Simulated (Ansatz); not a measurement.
**C: one atom moved along a line**

Theory: DFT PBE, scalar-relativistic, plane waves, PAW (Ansatz 0.2.0). Cutoff 420 eV, Γ-centred 12×12×12 k-points, Gaussian smearing of 0.05 eV. No spin polarisation. Energies are free energies at this smearing, counted from the undisturbed cell; pressure is positive in compression.

Zero of the scan (relaxed at this level):

```
C
1.0
     1.26059    0.72780   14.49111
    -1.26059    0.72780   14.49111
     0.00000   -1.45560   14.49111
C
14
Direct
  0.01778 0.01778 0.01778
  0.98222 0.98222 0.98222
  0.17260 0.17260 0.17260
  0.82740 0.82740 0.82740
  0.20815 0.20815 0.20815
  0.79185 0.79185 0.79185
  0.26813 0.26813 0.26813
  0.73187 0.73187 0.73187
  0.30368 0.30368 0.30368
  0.69632 0.69632 0.69632
  0.41047 0.41047 0.41047
  0.58953 0.58953 0.58953
  0.44658 0.44658 0.44658
  0.55342 0.55342 0.55342
```

Atom 7 (C) is moved by x along the Cartesian unit vector (0.000, 0.000, 1.000); the cell and all other atoms stay fixed.

| x (Å) | ΔE (meV/cell) | force along x on the moved atoms (eV/Å) | pressure (GPa) | gap on the mesh (eV) |
| --- | --- | --- | --- | --- |
| -0.6000 | 5500.9 | 14.34 | 11.6 | 0.38 |
| -0.4000 | 2838.1 | ? | ? | 1.95 |
| -0.2000 | ? | 7.63 | ? | 3.70 |
| 0.0000 | 0.0 | 0.00 | 0.0 | 4.41 |
| 0.1000 | 262.7 | -5.48 | 0.6 | 4.15 |
| 0.2000 | ? | -12.60 | 3.1 | ? |
| 0.3000 | 2865.4 | -22.23 | 8.0 | 2.91 |
| 0.4000 | 5730.6 | -35.95 | 16.3 | 2.23 |
| 0.5000 | 10284.5 | -56.63 | 29.3 | 1.53 |
| 0.6000 | 17455.2 | -89.38 | 48.7 | 0.99 |

**Question.** Give the withheld values.

**Answer.** force along x on the moved atoms (eV/Å) at x (Å) = -0.4000: 12.04; pressure (GPa) at x (Å) = -0.4000: 6.5; ΔE (meV/cell) at x (Å) = -0.2000: 826.7; pressure (GPa) at x (Å) = -0.2000: 2.1; ΔE (meV/cell) at x (Å) = 0.2000: 1150.3; gap on the mesh (eV) at x (Å) = 0.2000: 3.59.

Cost: 10 runs of about 16 core-minutes in all, on Intel Xeon Processor @ 2.50GHz (Skylake/Cascade Lake) (shared hosts).